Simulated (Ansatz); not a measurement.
**C: stress in a strained cell**

C is deformed so: zz strain of +3 %. What stress and forces result, by LAPW, PAW and all-electron datasets made for the crystal?

Program: Ansatz 0.2.0. Level of theory: DFT PBE, scalar-relativistic. These are calculated values, not measurements.

**1. The system as given**

It takes space group Fmmm (No. 69, orthorhombic). Conventional cell: a = 2.456 Å, b = 4.254 Å, c = 6.696 Å, α = 90.00°, β = 90.00°, γ = 90.00°. C (site symmetry m2m) has 3 C at 1.42 Å as nearest neighbours.

Coordinates:

```cif
data_structure
_symmetry_space_group_name_H-M 'Fmmm'
_symmetry_Int_Tables_number 69
_cell_length_a 2.4560
_cell_length_b 4.2540
_cell_length_c 6.6960
_cell_angle_alpha 90.000
_cell_angle_beta 90.000
_cell_angle_gamma 90.000
_cell_volume 69.96
loop_
_atom_site_label
_atom_site_type_symbol
_atom_site_symmetry_multiplicity
_atom_site_Wyckoff_symbol
_atom_site_fract_x
_atom_site_fract_y
_atom_site_fract_z
_atom_site_occupancy
C1 C 8 h 0.50000 0.66667 0.00000 1
```

The file gives the conventional cell by its symmetry; the runs use the cell typed in the input.

Atoms are numbered in the order of the input: C1, C2.

**2. After the deformation**

Space group Fmmm before, Fmmm after.

**3. LAPW, all electrons**

Contents of input.yaml:

```yaml
crystal:
  lattice:
    - [0.0, 2.127, 3.44844]
    - [1.228, 0.0, 3.44844]
    - [1.228, 2.127, 0.0]
  atoms:
    - { symbol: C, position: [0.16667, 0.83333, 0.16667] }
    - { symbol: C, position: [0.83333, 0.16667, 0.83333] }
kpoints:
  mp_grid: { grid: [18, 18, 18] }
  band_path:
    path:
      - [0.0, 0.0, 0.0]
      - [0.5, 0.0, 0.5]
      - [1.0, 0.5, 0.5]
      - [0.5, 0.5, 0.0]
      - [0.0, 0.0, 0.0]
      - [0.0, 0.3650324185, 0.3650324185]
      - [1.0, 0.6349675815, 0.6349675815]
      - [1.0, 0.5, 0.5]
      - [0.5, 0.0, 0.5]
    npoints: 5
scf:
  occupations: { method: fermi_dirac, width: 0.05 }
hamiltonian:
  xc: pbe
  pseudopotentials: { kind: all_electron, lapw: { basis_error: 0.00025 } }
output:
  forces: true
  stress: true
  eigenvalues: true
```

On the command line:

```sh
$ ansatz run input.yaml --threads 1 --pin off --max-ram 3072MiB --backend cpu --events-out ev --progress --plain --runs-dir out
```

**4. Frozen-core PAW**

Contents of input.yaml:

```yaml
crystal:
  lattice:
    - [0.0, 2.127, 3.44844]
    - [1.228, 0.0, 3.44844]
    - [1.228, 2.127, 0.0]
  atoms:
    - { symbol: C, position: [0.16667, 0.83333, 0.16667] }
    - { symbol: C, position: [0.83333, 0.16667, 0.83333] }
kpoints:
  mp_grid: { grid: [18, 18, 18] }
scf:
  occupations: { method: fermi_dirac, width: 0.05 }
hamiltonian:
  xc: pbe
  pseudopotentials: { kind: paw }
output:
  forces: true
  stress: true
  eigenvalues: true
  efg: { contact_densities: true }
  write_density: true
  write_potential: true
  elf: true
  volumetric_format: npy
```

**5. Datasets made for this crystal**

Edit input.yaml of step 4 so:

```diff
@@ -14,3 +14,3 @@
   xc: pbe
-  pseudopotentials: { kind: paw }
+  pseudopotentials: { kind: all_electron, datasets: crystal }
 output:
@@ -20,5 +20 @@
   efg: { contact_densities: true }
-  write_density: true
-  write_potential: true
-  elf: true
-  volumetric_format: npy
```

(Steps that only read results are left out.)

**Question.** What will these runs give? Wanted: pressure; largest shear or deviatoric stress.

**Answer**, as computed:

| quantity | value |
| --- | --- |
| pressure | LAPW 4.11, PAW 4.18, crystal datasets 4.11 GPa |
| largest shear or deviatoric stress (LAPW) | 1.35 GPa |

The largest part of the stress beyond the pressure is 1.35 GPa in size, in the zz component; the atoms are carried along and not relaxed. No run of the undeformed cell stands beside it, so the pressure holds what the given cell had before the change. PAW: stress within 0.11 GPa of LAPW. Crystal datasets: stress within 0.01 GPa of LAPW.
